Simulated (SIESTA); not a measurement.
**TePb under changes of volume**

One of the cells (34.404 Å³/atom); the others are scaled copies at fixed shape and fractional positions:

```
CELL_PARAMETERS angstrom
0.00000 3.25240 3.25240
3.25240 0.00000 3.25240
3.25240 3.25240 0.00000
ATOMIC_POSITIONS crystal
Pb 0.00000 0.00000 0.00000
Te 0.50000 0.50000 0.50000
```

* Program: SIESTA 5.4.2
* Functional: PBE
* Potentials or basis: PseudoDojo 0.4 standard (PBE files)
* Basis: DZP (energy shift 0.003 Ry; two zetas on semicore shells)
* Grid cutoff: 500 Ry
* Energy shift: 0.003 Ry
* k mesh: 7 × 7 × 7
* Occupations: fermi-dirac, width 0.05 eV
* Spin: no spin polarisation

```csv
volume (Å³/atom),energy over the lowest point (meV/atom),pressure (GPa)
31.706,68.14,6.2
32.380,44.90,4.9
33.055,27.01,3.7
34.404,?,?
35.079,1.45,0.8
35.753,0.00,0.0
```

Task: What does the run at 34.404 Å³/atom give?

Result: Energy over the lowest point 6.48 meV/atom; pressure 1.6 GPa.

Worked out: A Birch-Murnaghan fit of order 3 (a polynomial in V^(-2/3)) to the other rows has its minimum at 35.73 Å³/atom with B0 = V·E''(V) = 35 GPa and B' = 6.8. It gives 6.04 meV/atom at 34.404 Å³/atom, against the run's 6.48, and -dE/dV = 1.5 GPa, against 1.6.

Energies are extrapolated to zero smearing.

Caveats: the basis of atomic orbitals isn't converged, which shifts pressures, moduli and gaps.
